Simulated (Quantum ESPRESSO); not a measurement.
MnO:

```
Mn O
1.0
     0.00000    2.22200    2.22200
     2.22200    0.00000    2.22200
     2.22200    2.22200    0.00000
Mn O
1 1
Direct
  0.00000 0.00000 0.00000
  0.50000 0.50000 0.50000
```

| Quantity | Value |
| --- | --- |
| Program | Quantum ESPRESSO 7.5 |
| Task | phonons |
| Functional | LDA |
| Potentials or basis | PseudoDojo 0.4.1 SR LDA standard |
| Cutoff | 1306 eV |
| Density cutoff | 5225 eV |
| k mesh | 4 × 4 × 4, shifted |
| Occupations | fermi-dirac, width 0.05 eV |
| Spin | collinear spin, ferromagnetic start |
| Starting moments | [4.0, 0.0] μB |
| Target pressure | 80 GPa |
| Form of the LDA correlation | PW92 |
| Mixing beta | 0.3 |
| Most SCF iterations | 120 |
| SCF threshold | 4e-10 Ry |

The cell and the atoms were relaxed first at 80 GPa, to 6.96 Å³/atom (a = 2.700 Å, b = 2.700 Å, c = 2.700 Å, α = 60.00°, β = 60.00°, γ = 60.00°), and the response was taken there.

Which optical modes does the crystal have at the zone centre, and which show in infrared and Raman spectra?

The optical modes are T1u. Infrared active: T1u. None is Raman active.

Optical modes at Γ, degenerate ones joined:
```
cm⁻¹  components  symmetry  active in
 546           3       T1u         IR
```

Caveat: the k mesh is coarse (spacing up to 0.61 Å⁻¹), so the values aren't converged; the mesh is thin for the phonons of a metal; the volume moved by over 15 % at a fixed basis, so the end points are rough; the cell is more than 3 GPa from zero pressure, which shifts response properties; a cell with one magnetic atom can't hold antiferromagnetic order, which such compounds often take.
